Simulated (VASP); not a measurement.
# CdS (Greenockite) (P6_3mc) in VASP: settings compared, part 3 of 4

VASP 6.6.1. Earlier steps stand in the parts before.

## (4) Relaxation of cell and atoms, PBEsol

Contents of INCAR:

```
SYSTEM = CdS
ALGO = Normal ; EDIFF = 1E-6
EDIFFG = -0.01 ; ENCUT = 600
GGA = PS ; IBRION = 2
ISIF = 3 ; ISMEAR = 0
KPAR = 2 ; LASPH = .True.
LCHARG = .False. ; LREAL = .False.
LWAVE = .False. ; NELM = 80
NSW = 90 ; PREC = Accurate
SIGMA = 0.03
```

Contents of KPOINTS:

```
k-points
0
Gamma
  9 9 4
  0 0 0
```

Contents of POSCAR:

```
CdS
1.0
    4.1500000000      0.0000000000      0.0000000000
   -2.0750000000      3.5940054257      0.0000000000
    0.0000000000      0.0000000000      6.7370000000
Cd S
2 2
Direct
    0.3333333333      0.6666666667      0.0000000000
    0.6666666667      0.3333333333      0.5000000000
    0.3333333333      0.6666666667      0.3750000000
    0.6666666667      0.3333333333      0.8750000000
```

Potentials or basis: VASP PAW PBE potentials, release 64 (Cd, S).

On the command line:

```
$ cat potpaw_PBE.64/Cd/POTCAR potpaw_PBE.64/S/POTCAR > POTCAR
$ mpirun -np 2 vasp_std > vasp.out
```

OUTCAR:

```text
SYSTEM = CdS
   EDIFF = 1E-6
   EDIFFG = -0.01
   ENCUT = 600
   GGA = PS
   IBRION = 2
   ISIF = 3
   ISMEAR = 0
   LASPH = .True.
   LREAL = .False.
   NELM = 80
   NSW = 90
   PREC = Accurate

 ion  position               nearest neighbor table
   1  0.333  0.667  0.000-   3 2.53   4 2.54   4 2.54   4 2.54
   2  0.667  0.333  0.500-   4 2.53   3 2.54   3 2.54   3 2.54
   3  0.333  0.667  0.375-   1 2.53   2 2.54   2 2.54   2 2.54
   4  0.667  0.333  0.875-   2 2.53   1 2.54   1 2.54   1 2.54

  LATTYP: Found a hexagonal cell.
 ALAT       =     4.1500000000
 C/A-ratio  =     1.6233734940

  Lattice vectors:

 A1 = (   4.1500000000,   0.0000000000,   0.0000000000)
 A2 = (  -2.0750000000,   3.5940054257,   0.0000000000)
 A3 = (   0.0000000000,   0.0000000000,   6.7370000000)

Analysis of symmetry for initial positions (statically):
=====================================================================
 Subroutine PRICEL returns:
 Original cell was already a primitive cell.

 Routine SETGRP: Setting up the symmetry group for a
 hexagonal supercell.

 Subroutine GETGRP returns: Found 12 space group operations
 (whereof  6 operations were pure point group operations)
 out of a pool of 24 trial point group operations.

The static configuration has the point symmetry C_3v.
 The point group associated with its full space group is C_6v.

Analysis of symmetry for dynamics (positions and initial velocities):
=====================================================================
 Subroutine PRICEL returns:
 Original cell was already a primitive cell.

 Routine SETGRP: Setting up the symmetry group for a
 hexagonal supercell.

 Subroutine GETGRP returns: Found 12 space group operations
 (whereof  6 operations were pure point group operations)
 out of a pool of 24 trial point group operations.

The dynamic configuration has the point symmetry C_3v.
 The point group associated with its full space group is C_6v.

 Subroutine INISYM returns: Found 12 space group operations
 (whereof  6 operations are pure point group operations),
 and found     1 'primitive' translations

----------------------------------------------------------------------------------------

                                     Primitive cell

  volume of cell :     100.4832

  direct lattice vectors                    reciprocal lattice vectors
     4.150000000  0.000000000  0.000000000     0.240963855  0.139120547  0.000000000
    -2.075000000  3.594005426  0.000000000     0.000000000  0.278241094  0.000000000
     0.000000000  0.000000000  6.737000000     0.000000000  0.000000000  0.148434021

  length of vectors
     4.150000000  4.150000000  6.737000000     0.278241094  0.278241094  0.148434021

  position of ions in fractional coordinates (direct lattice)
     0.333333333  0.666666667  0.000000000
     0.666666667  0.333333333  0.500000000
     0.333333333  0.666666667  0.375000000
     0.666666667  0.333333333  0.875000000

  ion indices of the primitive-cell ions
   primitive index   ion index
                 1           1
                 2           2
[... 53 lines left out ...]
  0.333333  0.222222  0.250000     24.000000
  0.333333  0.333333  0.250000      4.000000
 [... further k-points ...]
   k-points           NKPTS =     36   k-points in BZ     NKDIM =     36   number of bands    NBANDS=     22
   number of dos      NEDOS =    301   number of ions     NIONS =      4
   total plane-waves  NPLWV =  69984
   dimension x,y,z NGX =    36 NGY =   36 NGZ =   54
   dimension x,y,z NGXF=    72 NGYF=   72 NGZF=  108
   ions per type =               2   2
   NGX,Y,Z   is equivalent  to a cutoff of  14.42, 14.42, 13.33 a.u.
   NGXF,Y,Z  is equivalent  to a cutoff of  28.84, 28.84, 26.65 a.u.
 SYSTEM =  CdS
   PREC   = accura    normal or accurate (medium, high low for compatibility)
   ISTART =      0    job   : 0-new  1-cont  2-samecut
   ICHARG =      2    charge: 1-file 2-atom 10-const
   ISPIN  =      1    spin polarized calculation?
   LNONCOLLINEAR =      F non collinear calculations
   LSORBIT =      F    spin-orbit coupling
   LASPH  =      T    aspherical Exc in radial PAW
   ENCUT  =  600.0 eV  44.10 Ry    6.64 a.u.   8.29  8.29 13.46*2*pi/ulx,y,z
   NELM   =     80;   NELMIN=  2; NELMDL= -5     # of ELM steps
   EDIFF  = 0.1E-05   stopping-criterion for ELM
   LREAL  =      F    real-space projection
   EDIFFG = -.1E-01   stopping-criterion for IOM
   NSW    =     90    number of steps for IOM
   IBRION =      2    ionic relax: 0-MD 1-quasi-New 2-CG
   NFREE  =      1    steps in history (QN), initial steepest desc. (CG)
   ISIF   =      3    stress and relaxation
   ISYM   =      2    0-nonsym 1-usesym 2-fastsym
   POTIM  = 0.5000    time-step for ionic-motion
   TEBEG  =    0.0;   TEEND  =   0.0 temperature during run
   PSTRESS=    0.0 pullay stress
   NELECT =      36.0000    total number of electrons
   NUPDOWN=      -1.0000    fix difference up-down
   EMIN   =  10.00;   EMAX   =-10.00  energy-range for DOS
   EFERMI =   0.00;   METHOD = LEGACY
   ISMEAR =     0;   SIGMA  =   0.03  broadening in eV -4-tet -1-fermi 0-gaus
   EFERMI_NEDOS =   21; number of points for ismear=-14 and -15
   IALGO  =     38    algorithm
   IMIX   =      4    mixing-type and parameters
     AMIX     =   0.40;   BMIX     =  1.00
     AMIX_MAG =   1.60;   BMIX_MAG =  1.00
  volume/ion in A,a.u.               =      25.12       169.52
  Fermi-wavevector in a.u.,A,eV,Ry     =   1.162727  2.197236 18.394190  1.351935
  Thomas-Fermi vector in A             =   2.299285
   LORBIT       =      0    0 simple, 1 ext, 2 COOP (PROOUT), +10 PAW based schemes
   GGA     = PS    functional components
   LHFCALC =     F    Hartree Fock is set to
   AEXX    =    0.0000 exact exchange contribution
   IVDW    =     0    specifies the selected vdW correction
   LEPSILON=     F    determine dielectric tensor
   LRPA    =     F    only Hartree local field effects (RPA)
 conjugate gradient relaxation of ions
 non-spin polarized calculation
 Gauss-broadening in eV      SIGMA  =   0.03
  energy-cutoff  :      600.00
  volume of cell :      100.48
 maximum number of plane-waves:      3378
 NGX is ok and might be reduce to    36
   NGX = 17   NGY = 17   NGZ = 27

--------------------------------------- Ionic step        1  -------------------------------------------

 number of electron      36.0000008 magnetization

 Free energy of the ion-electron system (eV)
  ---------------------------------------------------
  ext. energy  EPLUGINS =         0.00000000
  ---------------------------------------------------
  free energy    TOTEN  =       -13.63111351 eV

  energy without entropy =      -13.63111351  energy(sigma->0) =      -13.63111351

------------------------ aborting loop because EDIFF is reached ----------------------------------------

  FORCE on cell =-STRESS in cart. coord.  units (eV):
  Direction    XX          YY          ZZ          XY          YZ          ZX
  --------------------------------------------------------------------------------------
  -------------------------------------------------------------------------------------
  Total       -0.4391276     -0.4391276     -0.0662353      0.0000000      0.0000000      0.0000000
  in kB       -7.0017719     -7.0017719     -1.0561040      0.0000000      0.0000000      0.0000000
  external PRESSURE =      -5.0198826 kB  Pullay stress =       0.0000000 kB
[... 63 lines left out ...]
--------------------------------------- Ionic step        3  -------------------------------------------

 number of electron      36.0000004 magnetization

 Free energy of the ion-electron system (eV)
  ---------------------------------------------------
  ext. energy  EPLUGINS =         0.00000000
  ---------------------------------------------------
  free energy    TOTEN  =       -13.63428938 eV

  energy without entropy =      -13.63428938  energy(sigma->0) =      -13.63428938

 E-fermi :   1.3712     XC(G=0):  -9.3624

 val. band max:        1.1975661380   @ k =   0.0000   0.0000   0.0000
 cond. band min:       2.2778353094   @ k =   0.0000   0.0000   0.0000
 fundamental gap:      1.0802691714
 Fermi energy:         1.3711861222

 k-point     1 :       0.0000    0.0000    0.0000
  band No.  band energies     occupation
      1     -11.1822      2.00000
      2     -10.7392      2.00000
      3      -6.5097      2.00000
      4      -6.4997      2.00000
      5      -6.4997      2.00000
      6      -6.4143      2.00000
[... 589 lines left out ...]
     21       6.1347      0.00000
     22       7.8644      0.00000

 [... further k-points ...]

------------------------ aborting loop because EDIFF is reached ----------------------------------------

  FORCE on cell =-STRESS in cart. coord.  units (eV):
  Direction    XX          YY          ZZ          XY          YZ          ZX
  --------------------------------------------------------------------------------------
  -------------------------------------------------------------------------------------
  Total        0.0092732      0.0092732     -0.0243847      0.0000000      0.0000000      0.0000000
  in kB        0.1494664      0.1494664     -0.3930349      0.0000000      0.0000000      0.0000000
  external PRESSURE =      -0.0313674 kB  Pullay stress =       0.0000000 kB
[... 19 lines left out ...]
  FREE ENERGIE OF THE ION-ELECTRON SYSTEM (eV)
  ---------------------------------------------------
  free  energy   TOTEN  =       -13.6342893794 eV

  energy  without entropy=      -13.6342893794  energy(sigma->0) =      -13.63428938

 reached required accuracy - stopping structural energy minimisation
```

CONTCAR:

```text
CdS
   1.00000000000000
     4.1291873879992531    0.0000000000000000    0.0000000000000000
    -2.0645936939996266    3.5759811749883252    0.0000000000000000
    -0.0000000000000000    0.0000000000000000    6.7319038315304480
  Cd              S
     2     2
Direct
     0.3333333332999970    0.6666666667000030    0.9995462527224607
     0.6666666667000030    0.3333333332999970    0.4995462527224607
     0.3333333332999970    0.6666666667000030    0.3754537472775393
     0.6666666667000030    0.3333333332999970    0.8754537472775393

  0.00000000E+00  0.00000000E+00  0.00000000E+00
  0.00000000E+00  0.00000000E+00  0.00000000E+00
  0.00000000E+00  0.00000000E+00  0.00000000E+00
  0.00000000E+00  0.00000000E+00  0.00000000E+00
```

Wall time 2.3 min (2 MPI ranks of Intel Xeon Platinum 8259CL at 2.50GHz (Skylake/Cascade Lake), shared host); peak memory 0.3 GiB.

Results:

- Free energy: -13.6343 eV
- Relaxed volume: 24.85 Å³/atom
- Relaxed cell: a = 4.129 Å, b = 4.129 Å, c = 6.732 Å, α = 90.00°, β = 90.00°, γ = 120.00°
- Space group after relaxing (to 0.05 Å): P6_3mc (No. 186)
- Energy gained by relaxing: 0.8 meV/atom
- Ionic steps: 3
- Pressure after relaxing: 0.0 GPa
- Largest force after relaxing: 0.005 eV/Å
- Band gap on the k mesh: 1.08 eV, direct

Forces on the atoms (eV/Å):
```
Cd   0.000  0.000 -0.005
Cd   0.000  0.000 -0.005
S    0.000  0.000  0.005
S    0.000  0.000  0.005
```

Step by step:
```
step  energy change (eV)  largest force (eV/Å)  pressure (GPa)  volume (Å³)
   1              0.0000                0.0669           -0.50       100.48
   2             -0.0032                0.0018            0.05        99.34
   3             -0.0032                0.0054            0.00        99.40
```

Final structure:
```yaml
crystal:
  lattice:
    - [4.12919, 0.00000, 0.00000]
    - [-2.06459, 3.57598, 0.00000]
    - [0.00000, 0.00000, 6.73190]
  atoms:
    - { symbol: Cd, position: [0.33333, 0.66667, 0.99955] }
    - { symbol: Cd, position: [0.66667, 0.33333, 0.49955] }
    - { symbol: S, position: [0.33333, 0.66667, 0.37545] }
    - { symbol: S, position: [0.66667, 0.33333, 0.87545] }
```

Caveat: the PAW data sets were made with another functional, which shifts forces and pressure a little.

[end of part 3 of 4]
